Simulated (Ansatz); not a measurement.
# NaH: how the settings move a single-point run

How sensitive is a single-point run of NaH to its settings? A reference run comes first, then five runs with altered input. The cell is built on a prototype (zincblende) and needn't be the phase found in nature.

Program: Ansatz 0.2.0. Level of theory: reference: DFT, HSE06, plane waves, PAW. These are calculated values, not measurements.

1 further run of the same task is left out (it didn't finish).

## Step 1: The system as given

Symmetry: F-43m, No. 216, cubic system. Conventional cell: a = 5.194 Å, b = 5.194 Å, c = 5.194 Å, α = 90.00°, β = 90.00°, γ = 90.00°. Around Na (site symmetry -43m) lie 4 H at 2.25 Å. H (site symmetry -43m) has 4 Na at 2.25 Å as nearest neighbours.

As a file:

```cif
data_structure
_symmetry_space_group_name_H-M 'F-43m'
_symmetry_Int_Tables_number 216
_cell_length_a 5.1938
_cell_length_b 5.1938
_cell_length_c 5.1938
_cell_angle_alpha 90.000
_cell_angle_beta 90.000
_cell_angle_gamma 90.000
_cell_volume 140.11
loop_
_atom_site_label
_atom_site_type_symbol
_atom_site_symmetry_multiplicity
_atom_site_Wyckoff_symbol
_atom_site_fract_x
_atom_site_fract_y
_atom_site_fract_z
_atom_site_occupancy
Na1 Na 4 a 0.00000 0.00000 0.00000 1
H1 H 4 d 0.25000 0.25000 0.75000 1
```

## Step 2: The reference run

Input file input.yaml:

```yaml
crystal:
  lattice:
    - [0.0, 2.5969210614, 2.5969210614]
    - [2.5969210614, 0.0, 2.5969210614]
    - [2.5969210614, 2.5969210614, 0.0]
  atoms:
    - { symbol: Na, position: [0.0, 0.0, 0.0] }
    - { symbol: H, position: [0.25, 0.25, 0.25] }
kpoints:
  mp_grid: { grid: [4, 4, 4] }
hamiltonian:
  xc: hse06
scf:
  occupations: { method: fixed }
  n_extra_bands: 4
output:
  forces: true
  stress: true
  eigenvalues: true
```

The run is started by

```bash
> ansatz run input.yaml --threads 4 --pin off --max-ram 3686MiB --backend cpu --events-out ev --progress --plain --runs-dir out
```

## Step 3: Changed: exchange pbe, correlation pbe, coeff 0.5, omega 0.5

Changes to input.yaml since step 2:

```diff
@@ -11,3 +11,3 @@
 hamiltonian:
-  xc: hse06
+  xc: { exchange: pbe, correlation: pbe, exx: { coeff: 0.5, omega: 0.5 } }
 scf:
```

## Step 4: Variant: xc hf

Changes to input.yaml since step 2:

```diff
@@ -11,3 +11,3 @@
 hamiltonian:
-  xc: hse06
+  xc: hf
 scf:
```

## Step 5: Variant: singularity wigner_seitz

Changes to input.yaml since step 2:

```diff
@@ -15,2 +15,3 @@
   n_extra_bands: 4
+  exx: { singularity: wigner_seitz }
 output:
```

## Step 6: Changing settings: exchange pbe, correlation pbe, coeff 0.35, omega 0.2078

Changes to input.yaml since step 2:

```diff
@@ -11,3 +11,6 @@
 hamiltonian:
-  xc: hse06
+  xc:
+    exchange: pbe
+    correlation: pbe
+    exx: { coeff: 0.35, omega: 0.2078 }
 scf:
```

## Step 7: Changing settings: ecutrho_ratio 8

Changes to input.yaml since step 2:

```diff
@@ -15,2 +15,3 @@
   n_extra_bands: 4
+  max_iter: 95
 output:
@@ -19 +20,3 @@
   eigenvalues: true
+basis:
+  ecutrho_ratio: 8
```

Before running it: what results should come out? Wanted: for each run, ending; energy change; pressure; gap; force.

The runs gave:

```csv
run,ending,energy change,pressure (GPa),gap (eV),force (eV/Å),cycles,time
reference,converged,0,0.0,4.62,0.00,10,3.7 s
"1: exchange pbe, correlation pbe, coeff 0.5, omega 0.5",converged,not comparable,-0.1,4.57,0.00,11,3.9 s
2: xc hf,converged,not comparable,1.4,11.04,0.00,17,4.2 s
3: singularity wigner_seitz,converged,-,0.0,4.62,0.00,10,3.5 s
"4: exchange pbe, correlation pbe, coeff 0.35, omega 0.2078",converged,not comparable,0.0,5.03,0.00,11,3.7 s
5: ecutrho_ratio 8,converged,0.0 meV/atom,0.0,4.62,0.00,10,4.1 s
```

Residual by cycle in the longest SCF loop of each run; runs are numbered as in the table. The quantity is the density residual dr2, in eV.

```csv
cycle,reference,run 1,run 2,run 3,run 4,run 5
1,0.00493,0.0166,7.9e-5,0.00493,0.00885,0.00494
2,3.8e-4,0.00144,2.1e-5,3.8e-4,8.9e-4,3.8e-4
3,1.0e-4,4.7e-4,4.9e-6,1.0e-4,2.5e-4,1.0e-4
4,6.8e-6,1.5e-5,4.9e-7,6.8e-6,1.4e-5,6.9e-6
5,6.6e-7,2.2e-6,4.2e-8,6.6e-7,2.2e-6,7.5e-7
6,-,-,3.1e-10,-,-,-
```

**Reading.** «ecutrho_ratio 8» leaves the energy as it was.
